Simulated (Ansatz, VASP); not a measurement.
## Al: VASP beside Ansatz

```
Al
1.0
     0.00000    2.01040    2.01040
     2.01040    0.00000    2.01040
     2.01040    2.01040    0.00000
Al
1
Cartesian
  0.0000 0.0000 0.0000
```

Alike in both runs: task electric field gradients; functional r2SCAN; k mesh 14 × 14 × 14; no spin polarisation.

```csv
,VASP,Ansatz
version,VASP 6.6.1,Ansatz 0.2.0
potentials or method,"VASP PAW PBE potentials, release 64 (Al)","PAW with Ansatz's default frozen-core files, scalar-relativistic"
plane-wave cutoff (eV),520,500
occupations,"methfessel-paxton of order 1, width 0.025 eV","cold, width 0.025 eV"
valence electrons in the cell,3,3
```

Ansatz gave:

- gap on the k mesh at the Fermi level (eV): none
- pressure (GPa): -2.1

Q: What did VASP give for the same quantities?

A: gap on the k mesh at the Fermi level (eV): none; pressure (GPa): -2.4.

A gap of «none» marks a metal or a gap that the smearing closes.

Caveats: the PAW data sets were made with another functional, which shifts forces and pressure a little (VASP).
